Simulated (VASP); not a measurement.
CaB2: single point with PBE0(alpha)

Crystal: CaB2.

```
CELL_PARAMETERS angstrom
3.22643 0.00000 0.00000
-1.61322 2.79417 0.00000
0.00000 0.00000 4.06739
ATOMIC_POSITIONS crystal
Ca 0.00000 0.00000 0.00000
B 0.66667 0.33333 0.50000
B 0.33333 0.66667 0.50000
```

The cell comes from a database or a generator and needn't be the stable form of this composition.

| Quantity | Value |
| --- | --- |
| Program | VASP 6.6.1 |
| Task | single point |
| Functional | PBE0(alpha) |
| Potentials or basis | VASP PAW PBE potentials, release 64 (Ca_sv, B) |
| Cutoff | 520 eV |
| k mesh | 5 × 5 × 4 |
| Occupations | fermi-dirac, width 0.05 eV |
| Spin | no spin polarisation |
| Share of exact exchange | 0.2 |
| Grid for exact exchange (PRECFOCK) | Fast |
| Exchange at q = 0 | truncated |
| Further INCAR settings | ALGO = Normal; EDIFF = 1e-06 |

```
Pressure               : -0.7 GPa
Band gap on the k mesh : none (metal or under the smearing width)
```

Stress tensor (GPa, compression positive):
```
-0.76  0.00  0.00
 0.00 -0.76  0.00
 0.00  0.00 -0.57
```

Levels at points of the mesh, in eV from the Fermi level:
| k point | band 5 | band 6 | band 7 | band 8 | band 9 | band 10 | band 11 | band 12 |
| --- | --- | --- | --- | --- | --- | --- | --- | --- |
| (0.00, 0.00, 0.00) | -12.41 | -2.86 | 0.17 | 0.17 | 0.62 | 6.21 | 6.21 | 7.10 |
| (0.00, 0.00, 0.50) | -11.29 | -6.11 | 0.79 | 0.79 | 4.07 | 4.79 | 4.79 | 4.80 |

Wall time 3 min on 1 thread of Intel(R) Xeon(R) Platinum 8488C (Sapphire Rapids) (shared host), peak memory 0.15 GiB.

Caveat: the k mesh is coarse (spacing up to 0.45 Å⁻¹), so the values aren't converged, least of all with exact exchange; the PAW data sets were made with another functional, which shifts forces and pressure a little.
